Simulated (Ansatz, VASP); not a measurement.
**Sb: VASP beside Ansatz**

```
Sb
1.0
     3.46556    0.00000    0.00000
    -1.73278    3.00126    0.00000
     0.00000    0.00000    5.80256
Sb
2
Direct
  0.33333 0.66667 0.25000
  0.66667 0.33333 0.75000
```

Alike in both runs: task single point; functional PBE; k mesh 15 × 15 × 8; occupations gaussian, width 0.1 eV; no spin polarisation.

```csv
,VASP,Ansatz
version,VASP 6.6.1,Ansatz 0.2.0
potentials or method,"VASP PAW PBE potentials, release 64 (Sb)","scalar-relativistic, plane waves, PAW"
plane-wave cutoff (eV),520,420
valence electrons in the cell,10,30
```

|  | VASP | Ansatz | Ansatz less VASP |
| --- | --- | --- | --- |
| gap on the k mesh at the Fermi level (eV) | none | none | - |
| pressure (GPa) | -4.8 | -4.6 | +0.12 |
| largest component of the traceless stress (GPa) | 0.17 | 0.17 | -0.002 |

A gap of «none» marks a metal or a gap that the smearing closes. The two sets of potentials don't hold the same shells in valence.

The runs have no spin-orbit coupling, so splittings on Sb are missing.
